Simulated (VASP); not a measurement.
Wanted: the native input for a VASP 6.6.1 run.

```yaml
Task: relaxation of cell and atoms
Functional: PBEsol
Potentials_or_basis: VASP PAW PBE potentials, release 64 (Ru_pv)
Cutoff: 600 eV
k_mesh: 15 × 15 × 9
Occupations: methfessel-paxton, width 0.1 eV
Spin: no spin polarisation
Further_INCAR_settings: ALGO = Normal; EDIFF = 1e-07; IBRION = 2; EDIFFG = -0.005; NSW = 90; ISIF = 3
```

The structure of Ru lies in POSCAR:

```
Ru                                      
1.0
    2.6882645268     -0.0000000000      0.0000000000
   -1.3441322634      2.3281053747     -0.0000000000
    0.0000000000      0.0000000000      4.2552987037
  Ru            
     2
Direct
     0.3333333300000021    0.6666666699999979    0.2500000000000000
     0.6666666699999979    0.3333333300000021    0.7500000000000000
```

The input as run:

INCAR

```
PREC = Accurate
ENCUT = 600
EDIFF = 1E-7
ISMEAR = 1
SIGMA = 0.1
LREAL = False
LASPH = True
NELM = 80
ALGO = Normal
ISIF = 3
LWAVE = False
LCHARG = False
GGA = PS
IBRION = 2
NSW = 90
EDIFFG = -0.005
```

KPOINTS

```
Automatic mesh
0
Gamma
  15 15 9
```

Potentials or basis: VASP PAW PBE potentials, release 64 (Ru_pv).

The run is started by

```bash
$ cat potpaw_PBE.64/Ru_pv/POTCAR > POTCAR
$ mpirun -np 1 vasp_std > vasp.out
```

It gave:

| Property | Result |
| --- | --- |
| Relaxed volume | 13.31 Å³/atom |
| Relaxed cell | a = 2.688 Å, b = 2.688 Å, c = 4.255 Å, α = 90.00°, β = 90.00°, γ = 120.00° |
| Space group after relaxing (to 0.05 Å) | P6_3/mmc (No. 194) |
| Energy gained by relaxing | 0.0 meV/atom |
| Ionic steps | 3 |
| Pressure after relaxing | 0.0 GPa |
| Band gap on the k mesh | none (metal or under the smearing width) |

Caveat: the PAW data sets were made with another functional, which shifts forces and pressure a little.

Run time: 43 s on 1 thread of Intel(R) Xeon(R) 6975P-C (Granite Rapids) (shared host), peak memory 0.21 GiB.
